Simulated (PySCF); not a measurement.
## Where the electron goes

Compound: C7H10.
Structure used (GFN2-xTB), in Å, numbered top down from 1:
```
atom  x, y, z in Å
C1     1.4378    0.4298   -0.5696
C2     0.7811    1.4020    0.0485
C3    -0.3459    0.7662    0.8209
C4    -1.3597    0.2882   -0.2459
C5    -0.5969   -0.8411   -0.9631
C6     0.7590   -0.8689   -0.2181
C7     0.3026   -0.5654    1.2126
H8     2.2582    0.5126   -1.2591
H9     0.9409    2.4627   -0.0191
H10   -0.7811    1.3664    1.6164
H11   -1.6378    1.0967   -0.9208
H12   -2.2648   -0.0846    0.2330
H13   -1.1081   -1.7974   -0.8542
H14   -0.4635   -0.6431   -2.0259
H15    1.3406   -1.7736   -0.3793
H16    1.1342   -0.4446    1.9057
H17   -0.4034   -1.2939    1.6081
```

Theory: TDDFT CAM-B3LYP/def2-SVPD, vertical, gas phase, core orbitals frozen in the response in PySCF 2.14.0, density-fitted response routines.

Frontier orbitals with the atoms that hold most of them (Löwdin shares over 4%, at most four atoms; ? is withheld):

```
orbital  ε (eV)                           atoms
 LUMO+2    2.23  H15 11%, H10 11%, C6 9%, C3 9%
 LUMO+1    1.47    C1 26%, C2 26%, H8 6%, H9 6%
   LUMO    1.45     C7 8%, C2 7%, C1 7%, H17 7%
   HOMO       ?    C2 32%, C1 32%, C3 5%, C6 5%
 HOMO-1   -9.90                               ?
 HOMO-2  -10.56  C6 19%, C3 19%, C7 14%, C5 13%
 HOMO-3  -10.84    C4 24%, C5 24%, C3 9%, C6 9%
```

Q: Which atoms hold the HOMO-1, and with what shares?

A: C6 (bonded to 3 C and H) 12%; C3 (bonded to 3 C and H) 12%; C4 (bonded to 2 C and 2 H) 11%; C5 (bonded to 2 C and 2 H) 11%.

Q: What is the HOMO energy, and the HOMO–LUMO gap?

A: ε(HOMO) = -8.18 eV; the gap is 9.63 eV (0.3539 hartree).

Q: The HOMO–LUMO gap is 9.63 eV. Where does the response calculation put the lowest singlet, and from which orbitals?

A: S1 is at 6.66 eV (f = 0.126), 2.97 eV below the gap, made of HOMO→LUMO+1 (95%). Without the coupling terms of the response equations the lowest excitation would equal the gap.

Next come S2 at 6.81 eV (f 0.039), HOMO→LUMO (85%), HOMO→LUMO+3 (11%); S3 at 7.66 eV (f 0.010), HOMO-1→LUMO+1 (78%); S4 at 7.68 eV (f 0.0012), HOMO→LUMO+3 (71%), HOMO→LUMO (10%); S5 at 7.69 eV (f 0.0006), HOMO→LUMO+2 (90%).
